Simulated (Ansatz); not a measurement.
# Sn3Ge2: the cost of one run

Computed with Ansatz 0.2.0 (DFT PBE, scalar-relativistic, plane waves, PAW, unless a step's input says otherwise).

**1. Starting point**

Symmetry: R-3m, No. 166, trigonal system. Conventional cell: a = 3.263 Å, b = 3.263 Å, c = 39.958 Å, α = 90.00°, β = 90.00°, γ = 120.00°. Around Sn (site symmetry 3m) lie 9 Sn at 3.26 Å and 3 Ge at 3.26 Å. Around Sn (site symmetry -3m) lie 6 Ge at 3.26 Å and 6 Sn at 3.26 Å. Around Ge (site symmetry 3m) lie 6 Sn at 3.26 Å and 6 Ge at 3.26 Å.

As a file:

```cif
data_structure
_symmetry_space_group_name_H-M 'R-3m:H'
_symmetry_Int_Tables_number 166
_cell_length_a 3.2626
_cell_length_b 3.2626
_cell_length_c 39.9583
_cell_angle_alpha 90.000
_cell_angle_beta 90.000
_cell_angle_gamma 120.000
_cell_volume 368.35
loop_
_atom_site_label
_atom_site_type_symbol
_atom_site_symmetry_multiplicity
_atom_site_Wyckoff_symbol
_atom_site_fract_x
_atom_site_fract_y
_atom_site_fract_z
_atom_site_occupancy
Sn1 Sn 6 c 0.66667 0.33333 0.03333 1
Sn2 Sn 3 b 0.33333 0.66667 0.16667 1
Ge1 Ge 6 c 0.00000 0.00000 0.10000 1
```

The start is an ordering of an alloy on its end members' structure types: elements ordered on the sites of the Ir type, Ge/Sn on Ir (R-3m, No. 166).

**2. The guess as it stands, on a coarse mesh**

input.yaml

```yaml
crystal:
  lattice:
    - [1.63129142, 0.94182654, 13.31943865]
    - [-1.63129142, 0.94182654, 13.31943865]
    - [0.0, -1.88365308, 13.31943865]
  atoms:
    - { symbol: Sn, position: [0.7, 0.7, 0.7] }
    - { symbol: Sn, position: [0.3, 0.3, 0.3] }
    - { symbol: Sn, position: [0.5, 0.5, 0.5] }
    - { symbol: Ge, position: [0.1, 0.1, 0.1] }
    - { symbol: Ge, position: [0.9, 0.9, 0.9] }
basis:
  ecutwfc: 420
kpoints:
  mp_grid: { grid: [6, 6, 6] }
hamiltonian:
  xc: pbe
scf:
  occupations: { method: gaussian, width: 0.1 }
  lower_state_search: "off"
output:
  forces: true
  stress: true
  eigenvalues: true
```

Command:

```console
ansatz run input.yaml --threads 1 --pin off --max-ram 2560MiB --backend cpu --events-out ev --progress --plain --runs-dir out
```

**Question.** How long does this run take on 1 thread of Intel Xeon Platinum 8488C (Sapphire Rapids), shared host, and how much memory does it need?

About 8 s, with a peak of 0.51 GiB.
